## Band levels around the corner of the Brillouin zone

An electron wave in a crystal is labelled by a wave vector, and its allowed energies change as that vector moves along a path. At special points of the path, symmetry fixes how the levels meet. The question here is how well the levels near two such points, together with one set halfway to a third, foretell what happens around that third point.

The crystal is an idealised open form of TiO₂. It was relaxed with its symmetry held fixed, which keeps the Ti–O–Ti bridges straight; whether it would distort if set free was not tested. In the table, a1 and a2 are the two lowest levels above the Fermi level, and b1, b2 and b3 are the three highest below it, counted downwards. The zero lies in the middle of the gap. The calculation is of the PBE+U kind: a correction with U = 4 eV acts on the titanium d orbitals, on top of the PBE functional.

Ansatz 0.2.0, PBE+U with U = 4 eV on Ti d, scalar-relativistic, plane waves with PAW, for TiO₂ (space group Fd-3m, 6 atoms per cell) without spin polarisation. The cutoff is 420 eV, the k mesh 6×6×6 and the Gaussian smearing 0.02 eV. Levels are counted from the Fermi level, set at mid-gap.

```
row  band distance (1/Å)  level b3 from the Fermi level (eV)  level b2 from the Fermi level (eV)  level b1 from the Fermi level (eV)  level a1 from the Fermi level (eV)  level a2 from the Fermi level (eV)
  1                0.000                              -1.859                              -1.859                              -1.859                               1.856                               1.856
  2                0.214                              -2.036                              -1.937                              -1.937                               1.942                               2.052
  3                0.428                              -2.460                              -2.101                              -2.101                               2.151                               2.526
  4                0.642                              -2.957                              -2.223                              -2.223                               2.405                               2.604
  5                0.786                              -3.148                              -2.247                              -2.239                               2.517                               2.529
  6                0.862                              -3.022                              -2.301                              -2.231                               2.492                               2.600
  7                0.938                              -2.892                              -2.401                              -2.216                               2.449                               2.732
  8                1.013                              -2.760                              -2.532                              -2.193                               2.399                               2.909
  9                1.183                              -2.787                              -2.469                              -2.120                               2.281                               2.697
 10                1.410                              -2.396                              -2.131                              -1.993                               2.132                               2.238
 11                1.637                              -1.992                              -1.912                              -1.887                               1.931                               1.949
 12                1.853                              -1.867                              -1.867                              -1.859                               1.863                               1.863
 13                2.038                              -2.046                              -2.046                              -1.858                               1.986                               1.986
 14                2.224                              -2.332                              -2.332                              -1.857                               2.093                               2.093
 15                2.409                              -2.518                              -2.518                              -1.856                               2.127                               2.127
 16                2.569                              -2.554                              -2.532                              -1.904                               2.159                               2.205
 17                2.720                              -2.662                              -2.541                              -2.073                               2.285                               2.490
 18                    ?                                   ?                                   ?                                   ?                                   ?                                   ?
 19                    ?                                   ?                                   ?                                   ?                                   ?                                   ?
 20                    ?                                   ?                                   ?                                   ?                                   ?                                   ?
 21                    ?                                   ?                                   ?                                   ?                                   ?                                   ?
 22                3.332                              -3.177                              -2.241                              -2.241                               2.521                               2.521
```

Row 15 lies just before the point L, and row 17 halfway from L to the zone corner W. Row 18 comes shortly before W. Rows 19 to 21 lead from W towards X, which row 22 almost reaches. The levels in rows 18 to 21 are to be forecast.

**Why levels pair.** The titanium atoms form two identical sublattices, and each atom has its four nearest titanium neighbours on the other one. In the simplest picture, with one orbital per atom, the waves arriving from these four neighbours cancel everywhere on the line from W to X. The sublattices then no longer feel each other and have equal energies. In the full crystal, the glide operations of the space group keep the levels on this line in equal pairs. Silicon, whose atoms are arranged as the titanium atoms are here, has the same pairing.

Row 22 shows two such pairs, a1 with a2 and b1 with b2. Halfway from L to W, in row 17, all five levels are separate, so they must come together in pairs by the time the path reaches W. The levels are numbered by energy and b1 is the highest below the gap, so its partner can only be b2, the next one down. In the same way, a1 must meet a2.

**From pairing to numbers.** The mean energy of a pair has mirror symmetry about L, W and X. The smoothest curve that respects this is a cosine between neighbouring points, and halfway along it the energy is halfway too. The conduction pair has risen from 2.127 eV near L to a mean of 2.388 eV in row 17, so it should rise by as much again before W.

Row 20 lies 5/14 of the way from W to X. Its conduction pair follows in two steps:

$$E_W = 2.285+2.490-2.127 = 2.648\ \text{eV}$$

$$E = 2.521+(2.648-2.521)\cos^2\!\left(\frac{\pi}{2}\cdot\frac{5}{14}\right) = 2.612\ \text{eV}$$

Row 18 also needs the splitting within each pair. With $u$ running from 0 at L to 1 at W, the valence splitting is taken as $\cos(\pi u/2)$, scaled to row 15. The conduction splitting vanishes at L as well, so it is taken as $\sin^2(\pi u/2)\cos(\pi u/2)$, scaled to row 17. Level b3 has its partner further down, so it gets only a straight line from row 17 to row 22.

| Forecast (eV) | Row 18 | Row 19 | Row 20 | Row 21 |
|---|---|---|---|---|
| a1, ±0.06 | 2.51 | 2.65 | 2.61 | 2.56 |
| a2, ±0.06 | 2.68 | 2.65 | 2.61 | 2.56 |
| b1, ±0.06 | −2.29 | −2.43 | −2.37 | −2.29 |
| b2, ±0.06 | −2.51 | −2.43 | −2.37 | −2.29 |
| b3, ±0.2 | −2.79 | −2.91 | −3.00 | −3.09 |

The ranges are judgements that allow for finer ripples than a single cosine. On this stretch, both pairs should lie farthest from the gap near W, not at X.

The withheld rows as computed:

```
row  band distance (1/Å)  level b3 from the Fermi level (eV)  level b2 from the Fermi level (eV)  level b1 from the Fermi level (eV)  level a1 from the Fermi level (eV)  level a2 from the Fermi level (eV)
 18                2.871                              -2.780                              -2.497                              -2.268                               2.485                               2.775
 19                3.011                              -2.829                              -2.396                              -2.396                               2.658                               2.658
 20                3.118                              -2.912                              -2.342                              -2.342                               2.613                               2.613
 21                3.225                              -3.045                              -2.276                              -2.276                               2.554                               2.554
```

**What came out.** The pairs are closed in rows 19 to 21, and both lie farthest from the gap near W. A straight line for a1 from row 17 to row 22 would have been 0.26 eV too low in row 19, where the cosine is off by 0.01 eV. The valence pair was placed slightly too deep in all four rows, by at most 0.03 eV. Level b3 also came out higher than forecast, well within its wide range.

One forecast failed: a2 in row 18 lies 0.10 eV above its predicted value. The computed splitting there is 0.29 eV instead of 0.17 eV, so the two levels separate further after row 17 and then have to close within roughly the last fifth of the way to W. Row 16 had seemed to support the assumed shape, with misses below 0.01 eV, but its whole splitting is only 0.046 eV, which made it a weak test. Coupling to higher conduction levels may sharpen the closing; this is untested.

**What carries over.** The pairing follows from the arrangement of the atoms and survives a change of functional that keeps this symmetry. Spin-orbit coupling, which is left out here, can split the pairs between X and W. The energies are less secure, since they depend on the chosen U, and the PBE potential is rough in the thin electron density of such an open framework. The output below sets each forecast beside its computed value.

The analysis program printed:

```
estimated conduction pair a1 and a2 at W (eV): 2.648
estimated valence pair b1 and b2 at W (eV): -2.427
largest miss of a1 and a2 in test row 16 (eV): 0.008683
largest miss of b1 and b2 in rows 16 and 17 (eV): 0.006394
forecast a1 in rows 18 to 21, bar 0.06 (eV): 18 2.506, 19 2.646, 20 2.612, 21 2.557
forecast a2 in rows 18 to 21, bar 0.06 (eV): 18 2.676, 19 2.646, 20 2.612, 21 2.557
forecast b1 in rows 18 to 21, bar 0.06 (eV): 18 -2.291, 19 -2.425, 20 -2.374, 21 -2.294
forecast b2 in rows 18 to 21, bar 0.06 (eV): 18 -2.51, 19 -2.425, 20 -2.374, 21 -2.294
forecast b3 in rows 18 to 21, bar 0.2 (eV): 18 -2.789, 19 -2.907, 20 -2.997, 21 -3.087
computed a1 in rows 18 to 21 (eV): 18 2.485, 19 2.658, 20 2.613, 21 2.554
computed a2 in rows 18 to 21 (eV): 18 2.775, 19 2.658, 20 2.613, 21 2.554
computed b1 in rows 18 to 21 (eV): 18 -2.268, 19 -2.396, 20 -2.342, 21 -2.276
computed b2 in rows 18 to 21 (eV): 18 -2.497, 19 -2.396, 20 -2.342, 21 -2.276
computed b3 in rows 18 to 21 (eV): 18 -2.78, 19 -2.829, 20 -2.912, 21 -3.045
forecast less computed a1 in rows 18 to 21 (eV): 18 0.02086, 19 -0.01159, 20 -0.0009484, 21 0.002948
forecast less computed a2 in rows 18 to 21 (eV): 18 -0.09853, 19 -0.01159, 20 -0.0009484, 21 0.002948
forecast less computed b1 in rows 18 to 21 (eV): 18 -0.0235, 19 -0.02867, 20 -0.03235, 21 -0.01765
forecast less computed b2 in rows 18 to 21 (eV): 18 -0.01314, 19 -0.02867, 20 -0.03235, 21 -0.01765
forecast less computed b3 in rows 18 to 21 (eV): 18 -0.00922, 19 -0.07813, 20 -0.08508, 21 -0.04204
rival straight line less computed a1 in rows 18 to 21 (eV): 18 -0.1417, 19 -0.2607, 20 -0.1744, 21 -0.07422
```
